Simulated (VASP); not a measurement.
# Sb (P6_3/mmc) in VASP: a series of runs

Runs on Sb. Level: PBEsol. Tasks: equation of state.

All numbers are computed with VASP 6.6.1; they aren't measurements. Logs are shortened: lines on timing, memory, paths and dates and some standing lists are left out, and cuts for length are marked.

### 1 The structure

Symmetry: P6_3/mmc, No. 194, hexagonal system. Conventional cell: a = 3.303 Å, b = 3.303 Å, c = 5.535 Å, α = 90.00°, β = 90.00°, γ = 120.00°. Around Sb (site symmetry -6m2) lie 12 Sb at 3.30 to 3.36 Å.

This isn't the form of Sb at room conditions, which is rhombohedral.

### 2 Equation of state, PBEsol, 25.11 Å³/atom (a relaxed cell with its volume scaled by 0.96)

INCAR

```
SYSTEM = Sb
PREC = Accurate
ENCUT = 520
EDIFF = 1E-6
ISMEAR = -1
SIGMA = 0.05
LREAL = .False.
LASPH = .True.
NELM = 80
ALGO = Normal
ISIF = 2
LWAVE = .False.
LCHARG = .False.
GGA = PS
```

KPOINTS

```
Automatic mesh
0
Gamma
  8 8 4
  0 0 0
```

POSCAR

```
Sb                                      
1.0
    3.2588115658     -0.0000000000      0.0000000000
   -1.6294057829      2.8222136021     -0.0000000000
    0.0000000000     -0.0000000000      5.4603163442
  Sb            
     2
Direct
     0.6666666667000030    0.3333333332999970    0.7500000000000000
     0.3333333332999970    0.6666666667000030    0.2500000000000000
```

Potentials or basis: VASP PAW PBE potentials, release 64 (Sb).

Command:

```console
$ cat potpaw_PBE.64/Sb/POTCAR > POTCAR
$ mpirun -np 1 vasp_std > vasp.out
```

OUTCAR:

```text
SYSTEM = Sb
   PREC = Accurate
   ENCUT = 520
   EDIFF = 1E-6
   ISMEAR = -1
   LREAL = .False.
   LASPH = .True.
   NELM = 80
   ISIF = 2
   GGA = PS

 ion  position               nearest neighbor table
   1  0.667  0.333  0.750-   2 3.32   2 3.32   2 3.32   2 3.32   2 3.32   2 3.32
   2  0.333  0.667  0.250-   1 3.32   1 3.32   1 3.32   1 3.32   1 3.32   1 3.32

  LATTYP: Found a hexagonal cell.
 ALAT       =     3.2588115658
 C/A-ratio  =     1.6755544879

  Lattice vectors:

 A1 = (   3.2588115658,   0.0000000000,   0.0000000000)
 A2 = (  -1.6294057829,   2.8222136021,   0.0000000000)
 A3 = (   0.0000000000,   0.0000000000,   5.4603163442)

Analysis of symmetry for initial positions (statically):
=====================================================================
 Subroutine PRICEL returns:
 Original cell was already a primitive cell.

 Routine SETGRP: Setting up the symmetry group for a
 hexagonal supercell.

 Subroutine GETGRP returns: Found 24 space group operations
 (whereof 12 operations were pure point group operations)
 out of a pool of 24 trial point group operations.

The static configuration has the point symmetry D_3d.
 The point group associated with its full space group is D_6h.

Analysis of symmetry for dynamics (positions and initial velocities):
=====================================================================
 Subroutine PRICEL returns:
 Original cell was already a primitive cell.

 Routine SETGRP: Setting up the symmetry group for a
 hexagonal supercell.

 Subroutine GETGRP returns: Found 24 space group operations
 (whereof 12 operations were pure point group operations)
 out of a pool of 24 trial point group operations.

The dynamic configuration has the point symmetry D_3d.
 The point group associated with its full space group is D_6h.

 Subroutine INISYM returns: Found 24 space group operations
 (whereof 12 operations are pure point group operations),
 and found     1 'primitive' translations

----------------------------------------------------------------------------------------

                                     Primitive cell

  volume of cell :      50.2189

  direct lattice vectors                    reciprocal lattice vectors
[... 83 lines left out ...]
   LSORBIT =      F    spin-orbit coupling
   LASPH  =      T    aspherical Exc in radial PAW
   ENCUT  =  520.0 eV  38.22 Ry    6.18 a.u.   6.06  6.06 10.15*2*pi/ulx,y,z
   NELM   =     80;   NELMIN=  2; NELMDL= -5     # of ELM steps
   EDIFF  = 0.1E-05   stopping-criterion for ELM
   LREAL  =      F    real-space projection
   EDIFFG = 0.1E-04   stopping-criterion for IOM
   NSW    =      0    number of steps for IOM
   IBRION =     -1    ionic relax: 0-MD 1-quasi-New 2-CG
   NFREE  =      0    steps in history (QN), initial steepest desc. (CG)
   ISIF   =      2    stress and relaxation
   ISYM   =      2    0-nonsym 1-usesym 2-fastsym
   POTIM  = 0.5000    time-step for ionic-motion
   TEBEG  =    0.0;   TEEND  =   0.0 temperature during run
   PSTRESS=    0.0 pullay stress
   NELECT =      10.0000    total number of electrons
   NUPDOWN=      -1.0000    fix difference up-down
   EMIN   =  10.00;   EMAX   =-10.00  energy-range for DOS
   EFERMI =   0.00;   METHOD = LEGACY
   ISMEAR =    -1;   SIGMA  =   0.05  broadening in eV -4-tet -1-fermi 0-gaus
   EFERMI_NEDOS =   21; number of points for ismear=-14 and -15
   IALGO  =     38    algorithm
   IMIX   =      4    mixing-type and parameters
     AMIX     =   0.40;   BMIX     =  1.00
     AMIX_MAG =   1.60;   BMIX_MAG =  1.00
  volume/ion in A,a.u.               =      25.11       169.45
  Fermi-wavevector in a.u.,A,eV,Ry     =   0.955988  1.806556 12.434547  0.913913
  Thomas-Fermi vector in A             =   2.084876
   LORBIT       =      0    0 simple, 1 ext, 2 COOP (PROOUT), +10 PAW based schemes
   GGA     = PS    functional components
   LHFCALC =     F    Hartree Fock is set to
   AEXX    =    0.0000 exact exchange contribution
   IVDW    =     0    specifies the selected vdW correction
   LEPSILON=     F    determine dielectric tensor
   LRPA    =     F    only Hartree local field effects (RPA)
 non-spin polarized calculation
  energy-cutoff  :      520.00
  volume of cell :       50.22
 maximum number of plane-waves:      1372
   NGX = 13   NGY = 13   NGZ = 21

 number of electron      10.0000001 magnetization

 Free energy of the ion-electron system (eV)
  ---------------------------------------------------
  ext. energy  EPLUGINS =         0.00000000
  ---------------------------------------------------
  free energy    TOTEN  =        -8.64156626 eV

  energy without entropy =       -8.63346273  energy(sigma->0) =       -8.63751449

 E-fermi :   9.2947     XC(G=0): -10.6363

 val. band max:        9.0981179152   @ k =   0.2500   0.2500   0.2500
 cond. band min:       9.2998421360   @ k =   0.1250   0.1250   0.2500
 fundamental gap:      0.2017242208
 Fermi energy:         9.2946789464

 k-point     1 :       0.0000    0.0000    0.0000
  band No.  band energies     occupation
      1      -4.1925      2.00000
      2      -0.2967      2.00000
      3       2.9880      2.00000
      4      13.5406      0.00000
      5      13.5406      0.00000
      6      14.8163      0.00000
      7      15.2040      0.00000
      8      15.2040      0.00000
      9      17.7081      0.00000
[... 265 lines left out ...]
 k-point    24 :       0.3750   -0.0000    0.5000
  band No.  band energies     occupation
      1      -0.3746      2.00000
      2      -0.3746      2.00000
      3       5.2720      2.00000
      4       5.2720      2.00000
      5      10.5125      0.00000
      6      10.5125      0.00000
      7      11.5023      0.00000
      8      11.5023      0.00000
      9      15.1544      0.00000

 [... further k-points ...]
[... 5 lines left out ...]
  --------------------------------------------------------------------------------------
  -------------------------------------------------------------------------------------
  Total        0.9860073      0.9860073      1.0103503      0.0000000      0.0000000      0.0000000
  in kB       31.4574695     31.4574695     32.2341069      0.0000000      0.0000000      0.0000000
  external PRESSURE =      31.7163486 kB  Pullay stress =       0.0000000 kB

 VOLUME and BASIS-vectors are now :
 -----------------------------------------------------------------------------
  energy-cutoff  :      520.00
  volume of cell :       50.22
      direct lattice vectors                 reciprocal lattice vectors
     3.258811566  0.000000000  0.000000000     0.306860332  0.177165895  0.000000000
    -1.629405783  2.822213602  0.000000000     0.000000000  0.354331791  0.000000000
     0.000000000  0.000000000  5.460316344     0.000000000  0.000000000  0.183139572

 POSITION                                       TOTAL-FORCE (eV/Angst)
 -----------------------------------------------------------------------------------
      1.62941      0.94074      4.09524        -0.000000      0.000000      0.000000
     -0.00000      1.88148      1.36508         0.000000     -0.000000      0.000000
 -----------------------------------------------------------------------------------
    total drift:                               -0.000000      0.000000      0.000000

  FREE ENERGIE OF THE ION-ELECTRON SYSTEM (eV)
  ---------------------------------------------------
  free  energy   TOTEN  =        -8.6415662554 eV

  energy  without entropy=       -8.6334627339  energy(sigma->0) =       -8.63751449
```

OSZICAR:

```text
N       E                     dE             d eps       ncg     rms          rms(c)
DAV:   1     0.353908664003E+02    0.35391E+02   -0.37246E+03   540   0.886E+02
DAV:   2    -0.731604653825E+01   -0.42707E+02   -0.41829E+02   788   0.125E+02
DAV:   3    -0.864512780442E+01   -0.13291E+01   -0.12797E+01   679   0.266E+01
DAV:   4    -0.865473022644E+01   -0.96024E-02   -0.96013E-02   613   0.274E+00
DAV:   5    -0.865482618270E+01   -0.95956E-04   -0.95954E-04   628   0.279E-01    0.265E+00
DAV:   6    -0.864639467386E+01    0.84315E-02   -0.30328E-03   595   0.335E-01    0.153E+00
DAV:   7    -0.864158142513E+01    0.48132E-02   -0.60874E-03   568   0.472E-01    0.330E-02
DAV:   8    -0.864156656137E+01    0.14864E-04   -0.57123E-05   594   0.718E-02    0.124E-02
DAV:   9    -0.864156625541E+01    0.30596E-06   -0.13940E-06   413   0.116E-02
   1 F= -.86415663E+01 E0= -.86375145E+01  d E =-.810352E-02
```

stdout:

```text
POSCAR found type information on POSCAR Sb
 POSCAR found :  1 types and       2 ions
 scaLAPACK will be used
 -----------------------------------------------------------------------------
|                                                                             |
|                                                                             |
|     You enforced a specific xc type in the INCAR file but a different       |
|     I HOPE YOU KNOW WHAT YOU ARE DOING!                                     |
|                                                                             |
 -----------------------------------------------------------------------------

 LDA part: xc-table for (Slater+PW92), standard interpolation
 POSCAR, INCAR and KPOINTS ok, starting setup
 FFT: planning ... GRIDC
 FFT: planning ... GRID_SOFT
 FFT: planning ... GRID
 WAVECAR not read
 entering main loop
```

Wall time 7.6 s (1 thread of Intel Xeon Platinum 8375C at 2.90GHz (Ice Lake), shared host); peak memory 0.16 GiB.

What came out:

| Item | Value |
| --- | --- |
| Free energy | -8.6416 eV |
| Pressure | 3.2 GPa |
| Band gap on the k mesh | none (metal or under the smearing width) |

Caveat: the PAW data sets were made with another functional, which shifts forces and pressure a little.

### 3 Equation of state, PBEsol, 25.63 Å³/atom (a relaxed cell with its volume scaled by 0.98)

INCAR is that of step 2.

KPOINTS is that of step 2.

POSCAR

```
Sb                                      
1.0
    3.2812868386     -0.0000000000      0.0000000000
   -1.6406434193      2.8416777593     -0.0000000000
    0.0000000000     -0.0000000000      5.4979748883
  Sb            
     2
Direct
     0.6666666667000030    0.3333333332999970    0.7500000000000000
     0.3333333332999970    0.6666666667000030    0.2500000000000000
```

Potentials or basis: VASP PAW PBE potentials, release 64 (Sb).

Command:

```console
$ cat potpaw_PBE.64/Sb/POTCAR > POTCAR
$ mpirun -np 1 vasp_std > vasp.out
```

Run time: 6.9 s. Hardware: 1 thread of Intel Xeon Platinum 8375C at 2.90GHz (Ice Lake), shared host; peak memory 0.16 GiB.

It converged, with:

```
Free energy            : -8.6568 eV
Pressure               : 1.5 GPa
Band gap on the k mesh : none (metal or under the smearing width)
```

Caveat: the PAW data sets were made with another functional, which shifts forces and pressure a little.

### 4 Equation of state, PBEsol, 26.16 Å³/atom

INCAR is that of step 3.

KPOINTS is that of step 3.

POSCAR

```
Sb                                      
1.0
    3.3034583681     -0.0000000000      0.0000000000
   -1.6517291841      2.8608788671     -0.0000000000
    0.0000000000     -0.0000000000      5.5351244942
  Sb            
     2
Direct
     0.6666666667000030    0.3333333332999970    0.7500000000000000
     0.3333333332999970    0.6666666667000030    0.2500000000000000
```

Command:

```console
$ cat potpaw_PBE.64/Sb/POTCAR > POTCAR
$ mpirun -np 1 vasp_std > vasp.out
```

Run time: 9.7 s. Hardware: 1 thread of Intel Xeon Platinum 8375C at 2.90GHz (Ice Lake), shared host; peak memory 0.17 GiB.

It converged, with:

```
Free energy            : -8.6616 eV
Pressure               : 0.0 GPa
Band gap on the k mesh : none (metal or under the smearing width)
```

Caveat: the PAW data sets were made with another functional, which shifts forces and pressure a little.

### 5 Equation of state, PBEsol, 26.68 Å³/atom (a relaxed cell with its volume scaled by 1.02)

INCAR is that of step 4.

KPOINTS is that of step 4.

POSCAR

```
Sb                                      
1.0
    3.3253362134     -0.0000000000      0.0000000000
   -1.6626681067      2.8798256369     -0.0000000000
    0.0000000000     -0.0000000000      5.5717820161
  Sb            
     2
Direct
     0.6666666667000030    0.3333333332999970    0.7500000000000000
     0.3333333332999970    0.6666666667000030    0.2500000000000000
```

Command:

```console
$ cat potpaw_PBE.64/Sb/POTCAR > POTCAR
$ mpirun -np 1 vasp_std > vasp.out
```

Wall time 10 s (1 thread of Intel Xeon Platinum 8375C at 2.90GHz (Ice Lake), shared host); peak memory 0.17 GiB.

Results (log left out):

```yaml
Free_energy: -8.6573 eV
Pressure: -1.3 GPa
Band_gap_on_the_k_mesh: none (metal or under the smearing width)
```

Caveat: the PAW data sets were made with another functional, which shifts forces and pressure a little.

### 6 Equation of state, PBEsol, 27.20 Å³/atom (a relaxed cell with its volume scaled by 1.04)

INCAR is that of step 5.

KPOINTS is that of step 5.

POSCAR

```
Sb                                      
1.0
    3.3469299108     -0.0000000000      0.0000000000
   -1.6734649554      2.8985263274     -0.0000000000
    0.0000000000     -0.0000000000      5.6079634326
  Sb            
     2
Direct
     0.6666666667000030    0.3333333332999970    0.7500000000000000
     0.3333333332999970    0.6666666667000030    0.2500000000000000
```

Potentials or basis: VASP PAW PBE potentials, release 64 (Sb).

Command:

```console
$ cat potpaw_PBE.64/Sb/POTCAR > POTCAR
$ mpirun -np 1 vasp_std > vasp.out
```

Wall time 10 s (1 thread of Intel Xeon Platinum 8375C at 2.90GHz (Ice Lake), shared host); peak memory 0.17 GiB.

It converged, with:

| Property | Result |
| --- | --- |
| Free energy | -8.6447 eV |
| Pressure | -2.5 GPa |
| Band gap on the k mesh | none (metal or under the smearing width) |

Caveat: the PAW data sets were made with another functional, which shifts forces and pressure a little.

### 7 Equation of state, PBEsol

This step only gathers the single runs of the series.

Results:

```
Equilibrium volume                        : 26.16 Å³/atom
Bulk modulus at fixed shape and positions : 70 GPa
Pressure derivative of the bulk modulus   : 4.6 (rough: it moves with the points fitted)
```

Energy against volume, from the lowest point:
| volume (Å³/atom) | energy (meV/atom) |
| --- | --- |
| 25.109 | 10.03 |
| 25.633 | 2.43 |
| 26.156 | 0.00 |
| 26.679 | 2.18 |
| 27.202 | 8.47 |

Caveat: the cell was scaled at fixed shape and fractional positions, which overstates the stiffness of a crystal with free parameters, most of all of layers and chains; the PAW data sets were made with another functional, which shifts forces and pressure a little. Spin-orbit coupling is left out, which matters for the levels of Sb.

### 8 The reference run

An earlier run on the cell as given: functional PBE; potentials or basis VASP PAW PBE potentials, release 64 (Sb); cutoff 520 eV; k mesh 9 × 9 × 5; occupations fermi-dirac, width 0.05 eV; no spin polarisation.

* Pressure: 1.3 GPa
* Band gap on the k mesh: none (metal or under the smearing width)
